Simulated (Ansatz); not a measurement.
The system is BN.

```
N B
1.0
     2.49824    0.00000    0.00000
    -1.24912    2.16354    0.00000
     0.00000    0.00000    6.63570
N B
2 2
Direct
  0.66667 0.33333 0.25000
  0.33333 0.66667 0.75000
  0.66667 0.33333 0.75000
  0.33333 0.66667 0.25000
```

```yaml
Program: Ansatz 0.2.0
Task: relaxation of cell and atoms
Functional: BLYP
Dispersion: D3(BJ)
Potentials_or_basis: Ansatz PAW
Cutoff: "420 eV (not typed: the program's choice for these potentials)"
k_mesh: 12 × 12 × 4
Occupations: fermi-dirac, width 0.05 eV
Spin: no spin polarisation
```

At the start: volume 8.97 Å³/atom.

Where does the relaxation end?

It ends after 9 steps and the volume is 8.72 Å³/atom (-2.7 %); space group P6_3/mmc (No. 194, to 0.05 Å).

Step by step:
```csv
step,energy change (eV),largest force (eV/Å),volume (Å³)
1,0.0000,0.0000,35.87
2,-0.0115,0.0000,34.98
3,-0.0112,0.0000,35.12
4,-0.0111,0.0000,35.13
5,-0.0078,0.0000,35.13
6,-0.0090,0.0000,34.95
7,-0.0080,0.0000,34.95
8,-0.0084,0.0000,34.89
9,-0.0081,0.0000,34.89
```

Final structure:
```xyz
4
Lattice="2.5061 0.0000 0.0000 -1.2530 2.1703 0.0000 0.0000 0.0000 6.4148" Properties=species:S:1:pos:R:3 pbc="T T T"
N     1.2530    0.7234    1.6037
N     0.0000    1.4469    4.8111
B     1.2530    0.7234    4.8111
B     0.0000    1.4469    1.6037
```

Caveat: the plane-wave basis is chosen anew once the cell has moved, so the energies of steps on either side of that aren't comparable; the pressure holds a Pulay correction of +0.7 GPa for the finite cutoff; the PAW data sets come from PBE, with cores solved anew for the run's functional, which leaves a small shift of forces and pressure.
